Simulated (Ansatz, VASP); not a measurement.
## Two plane-wave programs on Re

Contents of INCAR:

```
  PREC = Accurate
  ENCUT = 520
  EDIFF = 1E-6
  ISMEAR = 0
  SIGMA = 0.1
  LREAL = F
  LASPH = T
  NELM = 100
  ALGO = Fast
  ISIF = 2
  LWAVE = F
  LCHARG = F
  GGA = PS
  NBANDS = 10
```

The input KPOINTS:

```
regular mesh
0
Gamma
  8 8 8
```

The input POSCAR:

```
Re
1.0
   -1.8438561642      1.8438561642      1.8438561642
    1.8438561642     -1.8438561642      1.8438561642
    1.8438561642      1.8438561642     -1.8438561642
Re
1
Direct
    0.0000000000      0.0000000000      0.0000000000
```

Input for Ansatz:

```yaml
crystal:
  lattice:
    - [-1.8438561642, 1.8438561642, 1.8438561642]
    - [1.8438561642, -1.8438561642, 1.8438561642]
    - [1.8438561642, 1.8438561642, -1.8438561642]
  atoms:
    - { symbol: Re, position: [0.0, 0.0, 0.0] }
basis:
  ecutwfc: 420
kpoints:
  mp_grid: { grid: [8, 8, 8] }
hamiltonian:
  xc: pbesol
scf:
  occupations: { method: gaussian, width: 0.1 }
output:
  forces: true
  stress: true
  eigenvalues: true
```

Alike in both runs: task single point; functional PBEsol; k mesh 8 × 8 × 8; occupations gaussian, width 0.1 eV; no spin polarisation.

|  | VASP | Ansatz |
| --- | --- | --- |
| version | VASP 6.6.1 | Ansatz 0.2.0 |
| potentials or method | VASP PAW PBE potentials, release 64 (Re) | scalar-relativistic, plane waves, PAW |
| plane-wave cutoff (eV) | 520 | 420 |
| valence electrons in the cell | 7 | 15 |

|  | VASP | Ansatz | Ansatz less VASP |
| --- | --- | --- | --- |
| gap on the k mesh at the Fermi level (eV) | none | none | - |
| pressure (GPa) | -57.2 | -57.2 | +0.04 |

A gap of «none» marks a metal or a gap that the smearing closes. The functional is the same, so the differences come from potentials, cutoffs and numerics. The two sets of potentials don't hold the same shells in valence.

Caveats: the cell as given lies far from equilibrium; so large a pressure means that the cell lies far from this level's equilibrium, or that cutoff or potentials fall short (VASP); the potentials were made for another functional, which shifts forces and pressure (VASP). Spin-orbit coupling is left out, which matters for the levels of Re.
